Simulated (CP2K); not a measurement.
Input of a CP2K 2026.2 run:

File ti_bands.inp:

```
&GLOBAL
  PROJECT ti_bands
  RUN_TYPE ENERGY_FORCE
  PRINT_LEVEL LOW
&END GLOBAL
&FORCE_EVAL
  METHOD QS
  STRESS_TENSOR ANALYTICAL
  &DFT
    BASIS_SET_FILE_NAME BASIS_MOLOPT_UZH
    POTENTIAL_FILE_NAME POTENTIAL_UZH
    &MGRID
      CUTOFF 675
      REL_CUTOFF 60
      NGRIDS 5
    &END MGRID
    &QS
      METHOD GPW
      EPS_DEFAULT 1.0E-9
    &END QS
    &KPOINTS
      SCHEME MONKHORST-PACK 7 7 9
      GAMMA_CENTERED T
      SYMMETRY T
      SYMMETRY_BACKEND SPGLIB
    &END KPOINTS
    &SCF
      SCF_GUESS ATOMIC
      EPS_SCF 1.0E-6
      MAX_SCF 100
      ADDED_MOS 21
      CHOLESKY OFF
      EPS_EIGVAL 1.0E-7
      &DIAGONALIZATION ON
        ALGORITHM STANDARD
      &END DIAGONALIZATION
      &MIXING ON
        METHOD BROYDEN_MIXING
        ALPHA 0.4
        BETA 1.5
        NBUFFER 8
      &END MIXING
      &SMEAR ON
        METHOD FERMI_DIRAC
        ELECTRONIC_TEMPERATURE [K] 116.045
      &END SMEAR
    &END SCF
    &XC
      &XC_FUNCTIONAL
        &MGGA_XC_HLE17
        &END MGGA_XC_HLE17
      &END XC_FUNCTIONAL
    &END XC
    &PRINT
      &KPOINTS ON
      &END KPOINTS
      &MULLIKEN ON
      &END MULLIKEN
      &MO ON
        ENERGIES T
        OCCUPATION_NUMBERS T
        &EACH
          QS_SCF 0
        &END EACH
        ADD_LAST NUMERIC
      &END MO
      &BAND_STRUCTURE
        FILE_NAME bands.bs
        ADDED_MOS 6
        &KPOINT_SET
          UNITS B_VECTOR
          NPOINTS 10
          SPECIAL_POINT GAMMA 0.00000000 0.00000000 0.00000000
          SPECIAL_POINT M 0.50000000 0.00000000 0.00000000
          SPECIAL_POINT K 0.33333333 0.33333333 0.00000000
          SPECIAL_POINT GAMMA 0.00000000 0.00000000 0.00000000
          SPECIAL_POINT A 0.00000000 0.00000000 0.50000000
          SPECIAL_POINT L 0.50000000 0.00000000 0.50000000
          SPECIAL_POINT H 0.33333333 0.33333333 0.50000000
          SPECIAL_POINT A 0.00000000 0.00000000 0.50000000
        &END KPOINT_SET
        &KPOINT_SET
          UNITS B_VECTOR
          NPOINTS 10
          SPECIAL_POINT L 0.50000000 0.00000000 0.50000000
          SPECIAL_POINT M 0.50000000 0.00000000 0.00000000
        &END KPOINT_SET
        &KPOINT_SET
          UNITS B_VECTOR
          NPOINTS 10
          SPECIAL_POINT K 0.33333333 0.33333333 0.00000000
          SPECIAL_POINT H 0.33333333 0.33333333 0.50000000
        &END KPOINT_SET
      &END BAND_STRUCTURE
    &END PRINT
  &END DFT
  &SUBSYS
    &CELL
      A 4.5673748306 0.0000000000 0.0000000000
      B -2.2836874153 3.9554626319 0.0000000000
      C 0.0000000000 0.0000000000 2.8262442700
      PERIODIC XYZ
    &END CELL
    &COORD
      Ti  2.2836874155 1.3184875438 1.4131221350
      Ti  -0.0000000002 2.6369750881 1.4131221350
      Ti  0.0000000000 0.0000000000 0.0000000000
    &END COORD
    &KIND Ti
      BASIS_SET TZVP-MOLOPT-SCAN-GTH-q12
      POTENTIAL GTH-SCAN-q12
    &END KIND
    &PRINT
      &ATOMIC_COORDINATES ON
      &END ATOMIC_COORDINATES
      &CELL ON
      &END CELL
    &END PRINT
  &END SUBSYS
  &PRINT
    &FORCES ON
    &END FORCES
    &STRESS_TENSOR ON
    &END STRESS_TENSOR
  &END PRINT
&END FORCE_EVAL
```

Potentials or basis: POTENTIAL_UZH Ti GTH-SCAN-q12; TZVP-MOLOPT-SCAN-GTH basis.

The run is started by

```bash
$ OMP_NUM_THREADS=2 cp2k.psmp -i ti_bands.inp -o ti_bands.out
```

Problem. Estimate the pressure.

Solution. -16.1 GPa.

Problem. What does it give for the band gap on the k mesh?

Solution. None (metal or under the smearing width).

Stress tensor (GPa, compression positive):
```
-16.53   0.00   0.00
  0.00 -16.53   0.00
  0.00   0.00 -15.26
```

Caveat: the potentials were made for a functional far from this one; so large a pressure means that the cell lies far from this level's equilibrium, or that cutoff or potentials fall short; the potentials were made for another functional, which shifts forces and pressure; the basis of atomic orbitals isn't converged, which shifts pressures, moduli and gaps.
